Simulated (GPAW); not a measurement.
The system is WS2 (Tungstenite).

```xyz
6
Lattice="3.1800 0.0000 0.0000 -1.5900 2.7540 0.0000 0.0000 0.0000 12.5000" Properties=species:S:1:pos:R:3 pbc="T T T"
W     1.5900    0.9180    9.3750
W     0.0000    1.8360    3.1250
S     1.5900    0.9180    4.6875
S     0.0000    1.8360   10.9375
S     1.5900    0.9180    1.5625
S     0.0000    1.8360    7.8125
```

* Program: GPAW 26.7.0
* Task: relaxation of cell and atoms
* Functional: PBEsol
* Dispersion: D4
* Potentials or basis: PAW data sets generated in the run's folder for this functional
* Cutoff: 600 eV
* Basis: pw
* k mesh: 6 × 6 × 2
* Occupations: fermi-dirac, width 0.05 eV
* Spin: no spin polarisation

At the start: pressure -4.9 GPa; volume 18.24 Å³/atom.

Question: Where does the relaxation end?

Answer: Over 31 steps the energy falls by 16.0 meV/atom and the volume is 16.91 Å³/atom (-7.3 %); space group P6_3/mmc (No. 194, to 0.05 Å).

The path:
| step | energy change (eV) | largest force (eV/Å) | pressure (GPa) | volume (Å³) |
| --- | --- | --- | --- | --- |
| 1 | 0.0000 | 0.1282 | -4.86 | 109.47 |
| 2 | -0.0095 | 0.0597 | -4.31 | 109.17 |
| 3 | -0.0239 | 0.0586 | -3.32 | 108.60 |
| 4 | -0.0379 | 0.1864 | -2.10 | 107.83 |
| 5 | -0.0498 | 0.2701 | -0.99 | 106.97 |
| 6 | -0.0606 | 0.2687 | -0.28 | 106.11 |
| 7 | -0.0698 | 0.1781 | -0.06 | 105.31 |
| 8 | -0.0739 | 0.0271 | -0.23 | 104.60 |
| 9 | -0.0715 | 0.1154 | -0.39 | 103.85 |
| 10 | -0.0719 | 0.1047 | -0.34 | 103.84 |
| 11 | -0.0728 | 0.0838 | -0.24 | 103.83 |
| 12 | -0.0739 | 0.0549 | -0.11 | 103.82 |
| 13 | -0.0750 | 0.0207 | 0.04 | 103.80 |
| 14 | -0.0761 | 0.0153 | 0.19 | 103.78 |
| 15 | -0.0771 | 0.0482 | 0.31 | 103.78 |
| 16 | -0.0781 | 0.0736 | 0.38 | 103.78 |
| 17 | -0.0793 | 0.0896 | 0.37 | 103.80 |
| 18 | -0.0807 | 0.0919 | 0.26 | 103.83 |
| 19 | -0.0823 | 0.0775 | 0.04 | 103.87 |
| 20 | -0.0840 | 0.0475 | -0.28 | 103.92 |
| 21 | -0.0855 | 0.0110 | -0.64 | 103.94 |
| 22 | -0.0867 | 0.0130 | -0.89 | 103.90 |
| 23 | -0.0883 | 0.0104 | -0.94 | 103.75 |
| 24 | -0.0901 | 0.0215 | -0.76 | 103.48 |
| 25 | -0.0920 | 0.0637 | -0.42 | 103.09 |
| 26 | -0.0938 | 0.0738 | -0.18 | 102.61 |
| 27 | -0.0955 | 0.0270 | -0.18 | 102.10 |
| 28 | -0.0958 | 0.0468 | -0.26 | 101.52 |
| 29 | -0.0959 | 0.0376 | -0.20 | 101.51 |
| 30 | -0.0960 | 0.0206 | -0.10 | 101.49 |
| 31 | -0.0961 | 0.0006 | 0.02 | 101.47 |

Final structure:
```
W S
1.0
     3.12499    0.00000    0.00000
    -1.56250    2.70632    0.00000
     0.00000    0.00000   11.99790
W S
2 4
Direct
  0.66667 0.33333 0.75000
  0.33333 0.66667 0.25000
  0.66667 0.33333 0.38102
  0.33333 0.66667 0.88102
  0.66667 0.33333 0.11898
  0.33333 0.66667 0.61898
```

Caveat: the k mesh is coarse; later steps reuse the first step's grids.
